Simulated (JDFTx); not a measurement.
MgB2:

```
Mg B
1.0
     3.08500    0.00000    0.00000
    -1.54250    2.67169    0.00000
     0.00000    0.00000    3.52300
Mg B
1 2
Direct
  0.00000 0.00000 0.00000
  0.66667 0.33333 0.50000
  0.33333 0.66667 0.50000
```

Base run:

* Program: JDFTx 1.7.0 (patched build)
* Functional: PBE
* Potentials or basis: PseudoDojo-SR-PBE-0.5-standard
* Cutoff: 1143 eV
* Density cutoff: 9143 eV
* k mesh: 10 × 10 × 8
* Occupations: fermi-dirac, width 0.05 eV
* Spin: no spin polarisation

Its results: band gap on the k mesh none (metal or under the smearing width); pressure -0.9 GPa.

Q: The run is repeated on the same cell with these changes: functional from PBE to PBEsol; potentials or basis from PseudoDojo-SR-PBE-0.5-standard to PseudoDojo-SR-PBEsol-0.4.1-standard with smoothed tails. What comes out?

A: Band gap on the k mesh none (metal or under the smearing width); pressure -2.7 GPa.

Caveats: the empty levels aren't tightly converged (some runs).

Not every run made on this cell is shown here.
